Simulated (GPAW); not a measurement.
Al:

```xyz
1
Lattice="0.0000 2.0248 2.0248 2.0248 0.0000 2.0248 2.0248 2.0248 0.0000" Properties=species:S:1:pos:R:3 pbc="T T T"
Al    0.0000    0.0000    0.0000
```

- Program: GPAW 26.7.0
- Task: relaxation of cell and atoms
- Functional: RPBE
- Dispersion: D4
- Potentials or basis: the program's PAW data sets (release 1.2.1) made for this functional
- Cutoff: 600 eV
- Basis: pw
- k mesh: 11 × 11 × 11
- Occupations: fermi-dirac, width 0.05 eV
- Spin: no spin polarisation

At the start: pressure -4.8 GPa; volume 16.60 Å³/atom.

Problem. How do energy, volume and symmetry change on relaxing?

Solution. Over 4 steps the energy falls by 15.2 meV/atom and the volume is 15.64 Å³/atom (-5.8 %); space group Fm-3m (No. 225, to 0.05 Å).

The path:
| step | energy change (eV) | largest force (eV/Å) | pressure (GPa) | volume (Å³) |
| --- | --- | --- | --- | --- |
| 1 | 0.0000 | 0.0000 | -4.80 | 16.60 |
| 2 | -0.0088 | 0.0000 | -3.23 | 16.25 |
| 3 | -0.0151 | 0.0000 | 0.25 | 15.60 |
| 4 | -0.0152 | 0.0000 | -0.01 | 15.64 |

Final structure:
```xyz
1
Lattice="0.0000 1.9850 1.9850 1.9850 0.0000 1.9850 1.9850 1.9850 0.0000" Properties=species:S:1:pos:R:3 pbc="T T T"
Al    0.0000    0.0000    0.0000
```

The cell as given is a measured one (16.60 Å³/atom); RPBE+D4 puts the equilibrium volume -5.8 % from it, thermal expansion not counted.

Caveat: later steps reuse the first step's grids; pairwise dispersion overbinds metals, which lowers pressure and volume.
